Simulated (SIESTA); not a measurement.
The system is AlN.

```
CELL_PARAMETERS angstrom
3.11300 0.00000 0.00000
-1.55650 2.69594 0.00000
0.00000 0.00000 4.98100
ATOMIC_POSITIONS crystal
Al 0.66667 0.33333 0.50000
Al 0.33333 0.66667 0.00000
N 0.66667 0.33333 0.88000
N 0.33333 0.66667 0.38000
```

Base run:

- Program: SIESTA 5.4.2
- Functional: RPBE
- Potentials or basis: PseudoDojo 0.4 standard (PBE files)
- Basis: DZP (energy shift 0.003 Ry)
- Grid cutoff: 800 Ry
- Energy shift: 0.003 Ry
- k mesh: 10 × 10 × 6
- Occupations: fermi-dirac, width 0.05 eV
- Spin: no spin polarisation

Its results: band gap on the k mesh 4.39 eV, direct; pressure 6.0 GPa; largest force 0.130 eV/Å.

After a change of settings the same cell gave: band gap on the k mesh 4.34 eV, direct; pressure 5.1 GPa; largest force 0.134 eV/Å. Which change was it?
A. functional from RPBE to AM05; potentials or basis from PseudoDojo 0.4 standard (PBE files) to PseudoDojo 0.4 standard (PBEsol files)
B. functional from RPBE to PBE
C. functional from RPBE to WC; potentials or basis from PseudoDojo 0.4 standard (PBE files) to PseudoDojo 0.4 standard (PBEsol files)
D. functional from RPBE to LDA; potentials or basis from PseudoDojo 0.4 standard (PBE files) to PseudoDojo 0.4 standard (LDA files)

B.

PBE binds more tightly than RPBE, so the same cell stands under less pressure.

Caveats: the basis of atomic orbitals isn't converged, which shifts pressures, moduli and gaps; the potentials were made for another functional, which shifts forces and pressure (some runs).
